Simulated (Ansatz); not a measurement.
BaTiO3 (space group Amm2) relaxed with several functionals in Ansatz (plane waves to 420 eV, scalar-relativistic PAW, no spin-orbit coupling, symmetry kept). The database cell has 12.87 Å³/atom; its temperature or method isn't stated, so the comparison with it is no error of the functional. No moments.

| functional | conventional cell | V (Å³/atom) | against the database cell (%) | gap on mesh (eV) | largest moment (μB) |
| --- | --- | --- | --- | --- | --- |
| PBE | a = 3.972 Å, b = 5.781 Å, c = 5.832 Å, α = 90.00°, β = 90.00°, γ = 90.00° | 13.39 | 4.1 | 2.39 | 0.00 |
| LDA | a = 3.923 Å, b = 5.588 Å, c = 5.599 Å, α = 90.00°, β = 90.00°, γ = 90.00° | 12.27 | -4.6 | 2.03 | 0.00 |
| PBE+D3(BJ) | a = 3.965 Å, b = 5.705 Å, c = 5.734 Å, α = 90.00°, β = 90.00°, γ = 90.00° | 12.97 | 0.8 | 2.24 | 0.00 |